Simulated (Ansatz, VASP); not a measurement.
# GaP in two plane-wave programs, part 2 of 2

One calculation is typed for both programs; each brings its own data sets. How far apart do they land? The cell is taken from a series of runs on this material, whose earlier steps may have relaxed, scaled, displaced or heated it; both programs get it as it stands.

VASP 6.6.1 and Ansatz 0.2.0.

So far: Set-up; VASP: zone-centre phonons, LDA.

**3. Ansatz: zone-centre phonons, LDA**

Level of this step: Ansatz beside VASP: Kohn-Sham DFT, plane waves, LDA (Ansatz).

Ansatz runs on its PAW soft_1 files.

The same cell, functional (in two slightly different forms) and mesh now go to Ansatz, which takes its cutoff from its data sets.

File input.yaml:

```yaml
crystal:
  lattice:
    - [0.0, 2.6417915974, 2.7435719588]
    - [2.6417915974, 0.0, 2.7435719588]
    - [2.6417915974, 2.6417915974, 0.0]
  atoms:
    - { symbol: P, position: [0.75, 0.75, 0.75] }
    - { symbol: Ga, position: [0.0, 0.0, 0.0] }
kpoints:
  mp_grid: { grid: [12, 12, 12] }
hamiltonian:
  xc: lda
  pseudopotentials: { kind: paw, azcp: { folder: soft_1 }, xc_functional: pbe }
scf:
  occupations: { method: fixed }
output:
  eigenvalues: true
phonons:
  method: dfpt
  dielectric: true
  rigid_motions: translations
```

Command:

```console
$ ansatz run input.yaml --threads 4 --pin off --max-ram 10240MiB --backend cpu --events-out ev --progress --plain --runs-dir out
```

Numbers of over 12 decimals in the logs are rounded to 6 here.

Log:

```text
Engine: ansatz 0.2.0, x86_64-unknown-linux-gnu
Pseudopotentials: kind: paw
Pseudopotential: P, paw, valence charge 5, recommended cutoff 420 eV (normal), soft_1/P.paw.azcp
Pseudopotential: Ga, paw, valence charge 13, recommended cutoff 420 eV (normal), soft_1/Ga.paw.azcp
Functional definition: SPW92
  exchange = slater_x
  correlation = pw_c
Crystal: 2 atoms, lattice volume = 38.295 Å³
Basis set: ecut = 420 eV, 741 PW (Γ), exchange–correlation on 54×54×54 points (8 copies of the dense FFT grid, shifted against one another)
Bands: 13, of which v1, the nominal top of the filled ones, is band 9 counted from 1 (8 counted from 0)
Symmetry: 8 space group operations
k-points: 868 of 1728 (irreducible under 1 space group operation, time reversal used)
Non-local potential: P, projectors of the file, l = 0: 2, l = 1: 2, l = 2: 1
Non-local potential: Ga, projectors of the file, l = 0: 2, l = 1: 2, l = 2: 3, l = 3: 1
PAW form: soft (Blöchl's): semilocal exchange-correlation on the pseudo side does not see the compensation charge
PAW frozen core: P, regenerated for the run's functional, and the local potential with it (the file was generated under x = pbe(κ = 0.804, μ = 0.219515), c = pbe(β = 0.066725))
PAW frozen core: Ga, regenerated for the run's functional, and the local potential with it (the file was generated under x = pbe(κ = 0.804, μ = 0.219515), c = pbe(β = 0.066725))
PAW one-centre angular grid: P, 110 points (default); XC on 64 Gauss nodes
PAW one-centre angular grid: Ga, 590 points (default); XC on 64 Gauss nodes
Initial density: superposition of atomic densities (chi_scale 0.1, normalization cell, long waves kept (reshape's long-wave potential 0.00 eV rms))
Initial wavefunctions: pseudopotential atomic-orbital guess
Functional: x = slater, c = lda
SCF iter   1: F=—  HF=-4433.960947 eV  |F-HF|=—  |Δ(HF+E_count)|=         —  Δρ=4.58e-2  dr2=6.85e-1  ethr=3.10e-3  ⟨swp⟩=5.0  Hψ=60854  notcnv=0  defer=1694
preconditioner: auto → none  [insulator: Δε(μ)=1.626 eV  Ē_g=15.605 eV  n_scr=14 (ndim 8)  ℏωp=25.5 eV  f_vac=0.000  ε∞_Penn≈3.7]
SCF iter   2: F=—  HF=-4433.775455 eV  |F-HF|=—  |Δ(HF+E_count)|=   1.85e-1  Δρ=2.06e-2  dr2=9.12e-2  ethr=3.10e-3  ⟨swp⟩=2.1  Hψ=20885  notcnv=0  defer=1613
SCF iter   3: F=—  HF=-4433.761482 eV  |F-HF|=—  |Δ(HF+E_count)|=   1.40e-2  Δρ=5.17e-3  dr2=9.68e-3  ethr=5.07e-4  ⟨swp⟩=3.0  Hψ=20814  notcnv=0  defer=1715
SCF iter   4: F=—  HF=-4433.757890 eV  |F-HF|=—  |Δ(HF+E_count)|=   3.59e-3  Δρ=2.42e-3  dr2=8.14e-4  ethr=5.38e-5  ⟨swp⟩=3.0  Hψ=22162  notcnv=0  defer=1735
SCF iter   5: F=—  HF=-4433.757540 eV  |F-HF|=—  |Δ(HF+E_count)|=   3.51e-4  Δρ=5.52e-4  dr2=4.32e-5  ethr=4.52e-6  ⟨swp⟩=2.0  Hψ=20835  notcnv=0  defer=1735
SCF iter   6: F=—  HF=-4433.757540 eV  |F-HF|=—  |Δ(HF+E_count)|=   6.49e-7  Δρ=3.03e-5  dr2=2.12e-7  ethr=2.40e-7  ⟨swp⟩=2.3  Hψ=13710  notcnv=0  defer=1429
SCF iter   7: F=—  HF=-4433.757540 eV  |F-HF|=—  |Δ(HF+E_count)|=   1.70e-7  Δρ=6.06e-6  dr2=6.94e-9  ethr=1.18e-9  ⟨swp⟩=2.0  Hψ=19099  notcnv=0  defer=832
SCF iter   8: F=-4433.757540 eV  HF=-4433.757540 eV  |F-HF|=1.18e-11  |Δ(HF+E_count)|=  6.38e-10  Δρ=2.63e-7  dr2=1.12e-11  ethr=1.00e-12  ⟨swp⟩=8.9  Hψ=91332  notcnv=0
SCF 1 converged in 8 iterations: F = -4433.757540 eV  dr2 = 1.12e-11
  greatest PAW one-centre occupation: 0.994 electrons in one spin orbital (limit 2), on the Ga atom at site 1 (counted from 0), in its partial waves of l = 2
NSCF: frozen V_eff on 3 k-points
DFPT response loops at Γ: preconditioner auto → none (the input reference at scf.mixing.eps_inf says where Resta's filter doesn't serve); β = 0.50; Broyden in place of MSR1
── the response to a field inside a basis, on 12×12×12 k-points: an SCF that follows is theirs, and a resumed run solves both again ──
Bands: 10, of which v1, the nominal top of the filled ones, is band 9 counted from 1 (8 counted from 0)
k-points: 468 of 1728 (irreducible under 2 space group operations, time reversal used)
Initial density: handed on by an earlier stage of this run
Initial wavefunctions: pseudopotential atomic-orbital guess (no wavefunctions were taken with the density)
Eigensolver: Dense (468 Hₖ)
SCF iter   1: F=—  HF=-4433.757093 eV  |F-HF|=—  |Δ(HF+E_count)|=         —  Δρ=1.34e-4  dr2=2.45e-6  ethr=1.00e-1
preconditioner: auto → none  [insulator: Δε(μ)=1.259 eV  Ē_g=13.343 eV  n_scr=14 (ndim 8)  ℏωp=25.5 eV  f_vac=0.002  ε∞_Penn≈4.6]
SCF iter   2: F=—  HF=-4433.757092 eV  |F-HF|=—  |Δ(HF+E_count)|=   8.46e-7  Δρ=1.00e-4  dr2=1.54e-6  ethr=1.36e-8
SCF iter   3: F=—  HF=-4433.757092 eV  |F-HF|=—  |Δ(HF+E_count)|=   2.48e-7  Δρ=2.59e-5  dr2=2.34e-7  ethr=8.55e-9
SCF iter   4: F=-4433.757092 eV  HF=-4433.757092 eV  |F-HF|=2.15e-9  |Δ(HF+E_count)|=   3.00e-7  Δρ=3.30e-6  dr2=2.87e-9  ethr=1.30e-9
SCF 1 converged in 4 iterations: F = -4433.757092 eV  dr2 = 2.87e-9
DFPT response loops at Γ: mixed as the last ones told, above
WARN: field response: ε∞ stands inside a basis, on 12×12×12 points; the force constants stand on the 12×12×12 k-mesh, whose period is 13.03 times the interband length at k = (0.0000, 0.0000, 0.0000), direct gap 1.982 eV, under 14: take them and everything formed from them as unconverged, and compare with a denser kpoints.mp_grid
SCF converged after 8 iterations
Free energy (F): -4433.757540 eV
Harris-Foulkes:  -4433.757540 eV  (|F-HF|=1.18e-11)
Internal energy: -4433.757540 eV  (E = F + TS)
E sigma→0 (E₀):  -4433.757540 eV
Fermi energy:    7.625039 eV
--- Per-component energies (eV) ---
  E_band       = -54.282636
  E_kinetic    = 182.860229
  E_local      = -1643.016688  (includes V_loc(G=0)·N_el)
  E_nonlocal   = -57.153336
  E_hartree    = 1000.495390
  E_xc         = -136.323969
  E_vxc        = -119.064515  (∫ρ·V_xc dr)
  E_paw        = -2445.112898  (= ΣΔE_a)
  E_vpaw       = -418.898814  (= ΣTr[D̂ρ^β])
  E_aug_tail   = -0.000216  (compensation charges beyond the density's cutoff)
  E_ewald      = -1337.351883
  E_core_change = 1.845833  (= ΣΔE_core)
  E_smearing   = -0.000000  (= −TS)
  E_closure    = -0.000000  (closes the sum)
  Σ components = -4433.757540   (vs F -4433.757540, Δ=0.00e0)
--- Band table (eV; the first three rows and the last of 868) ---
  k-point 0: bands = [... 5 lower, -5.3992, 7.3870, 7.6250, 7.6250, 9.6067, 11.2996, 11.2996, 11.3807]
  k-point 1: bands = [... 5 lower, -5.3017, 6.6083, 7.3470, 7.5103, 10.0517, 11.4634, 11.4865, 11.6401]
  k-point 2: bands = [... 5 lower, -5.0160, 5.0569, 7.0317, 7.2436, 10.0223, 11.8949, 11.9122, 12.6612]
  k-point 867: bands = [... 5 lower, -3.1287, 0.5095, 6.1639, 6.5041, 9.1824, 12.0469, 12.3144, 15.7084]
--- Phonons (Γ-DFPT): 4 representative perturbations + reference, on 868 of 1728 k-points (Σ response iterations 12) ---
  k mesh reduced under 1 symmetry operation, with k and −k counted as one. Each operation leaves every solved perturbation unchanged. A smaller set is not considered because the run solves the response to a homogeneous field
  ASR residual: 8.243e-5 → 0.000e0 eV/Å²; symmetrization residual: 3.454e-6 eV/Å²
  ASR residual per site (eV/Å²): 8.24e-5 5.11e-5
  Γ frequencies (cm⁻¹): 0.00 0.00 0.00 373.52 373.52 376.61
  ε∞ (high-frequency dielectric tensor):
       10.395842     0.000000     0.000000
        0.000000    10.395842     0.000000
        0.000000     0.000000    10.802230
  ε⁰ (static dielectric tensor: ions relaxed, cell fixed):
       12.047539    -0.000000    -0.000000
       -0.000000    12.047539     0.000000
       -0.000000     0.000000    12.705585
  ε⁰ − ε∞ (ionic part):
        1.651697    -0.000000    -0.000000
       -0.000000     1.651697     0.000000
       -0.000000     0.000000     1.903355
  softest optical mode at Γ: 373.52 cm⁻¹; the repairs (sum rule, projections) moved no ω² at Γ by more than (0.95 cm⁻¹)²
  Born effective charges Z* (e; rows j = field, columns β = displacement):
    site 0:
        -1.96119    0.00000    0.00000
         0.00000   -1.96119   -0.00000
         0.00000   -0.00000   -2.12272
    site 1:
         1.96119   -0.00000    0.00000
        -0.00000    1.96119    0.00000
         0.00000    0.00000    2.12272
  Z* charge neutrality: 9.059e-4 e pre-enforcement
  solved inside a basis spanned on kpoints, on 12×12×12 k-points, its susceptibility summed on 16×16×16: ε∞ is read to err by 3.0e-2, Z* by 1.5e-2 e (field_mesh: kpoints solves on kpoints); Z* is corrected for what the basis lacks
  optical modes at Γ without the LO–TO term, one row a degenerate level:
      ω (cm⁻¹)  modes    IR ((D/Å)²/amu)
        373.52      2             8.2752
        376.61      1             4.8472
  optical modes at Γ + LO–TO along q̂ = [1.0000, 0.0000, 0.0000]:
      ω (cm⁻¹)  modes    IR ((D/Å)²/amu)
        373.52      1             4.1376
        376.61      1             4.8472
        402.10      1             4.1376
  optical modes at Γ + LO–TO along q̂ = [0.0000, 1.0000, 0.0000]:
      ω (cm⁻¹)  modes    IR ((D/Å)²/amu)
        373.52      1             4.1376
        376.61      1             4.8472
        402.10      1             4.1376
  optical modes at Γ + LO–TO along q̂ = [0.0000, 0.0000, 1.0000]:
      ω (cm⁻¹)  modes    IR ((D/Å)²/amu)
        373.52      2             8.2752
        408.45      1             4.8472
```

**4. Side by side**

Known differences besides the potentials themselves: fixed occupations in Ansatz, narrow Gaussian smearing in VASP; VASP's response is taken on the typed mesh, Ansatz refines its own for the field response alone; the cutoff is 420 eV in Ansatz and 500 eV in VASP; VASP's log shows a relativistic correction to its local exchange, Ansatz's none. Total energies have different zeros and are not compared.

Compared:

| quantity | Ansatz | VASP | difference |
| --- | --- | --- | --- |
| ε∞ xx | 10.40 | 10.44 | -0.41 % |
| ε∞ yy | 10.40 | 10.44 | -0.41 % |
| ε∞ zz | 10.80 | 10.82 | -0.13 % |
| Born charge of P1 (mean of the diagonal) (e) | -2.02 | -2.04 | +0.02 |
| Born charge of Ga2 (mean of the diagonal) (e) | 2.02 | 2.04 | -0.02 |
| optical mode 1 to 2 (cm⁻¹) | 373.5 | 372.9 | +0.16 % |
| optical mode 3 (cm⁻¹) | 376.6 | 376.1 | +0.13 % |

Modes are paired by rising frequency, not by their patterns, so a pair may set unlike modes beside each other; they are those without the splitting of longitudinal modes.

**5. What came out**

* r.m.s. difference of the optical zone-centre modes, each program's sorted by frequency (zone-centre phonons, LDA): 0.58 cm⁻¹

What this shows: The r.m.s. difference of the optical zone-centre modes, each program's sorted by frequency is 0.58 cm⁻¹ (zone-centre phonons, LDA). How closely two codes agree says nothing of how well the functional describes the real material.

[Lines on the potential files, build, host, timing and source positions are cut from VASP's logs without a mark.]

[Logs are printed without paths, hosts, clocks, repeated set-up lines and the standing remarks that a program may print on its own settings, such as how far it seeks lower states.]

[Hosts, paths, dates, database ids (printed as entryN), source tags and the programs' standing remarks are cut or masked in the printed files.]
